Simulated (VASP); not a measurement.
Input of a VASP 6.6.1 run:

File INCAR:

```
ALGO = Normal
EDIFF = 1E-6
ENCUT = 520
GGA = PE
ISIF = 2
ISMEAR = -5
LASPH = T
LCHARG = F
LREAL = F
LWAVE = F
NBANDS = 8
NELM = 100
PREC = Accurate
SIGMA = 0.1
```

File KPOINTS:

```
k-points
0
Gamma
  16 16 16
```

Contents of POSCAR:

```
Li
1.0
   -1.7151286484      1.7151286484      1.7151286484
    1.7151286484     -1.7151286484      1.7151286484
    1.7151286484      1.7151286484     -1.7151286484
Li
1
Direct
    0.0000000000      0.0000000000      0.0000000000
```

Potentials or basis: VASP PAW PBE potentials, release 64 (Li_sv).

Launch:

```sh
$ cat potpaw_PBE.64/Li_sv/POTCAR > POTCAR
$ mpirun -np 1 vasp_std > vasp.out
```

**Question.** What does it give for the band gap on the k mesh?

**Answer.** None (metal or under the smearing width).
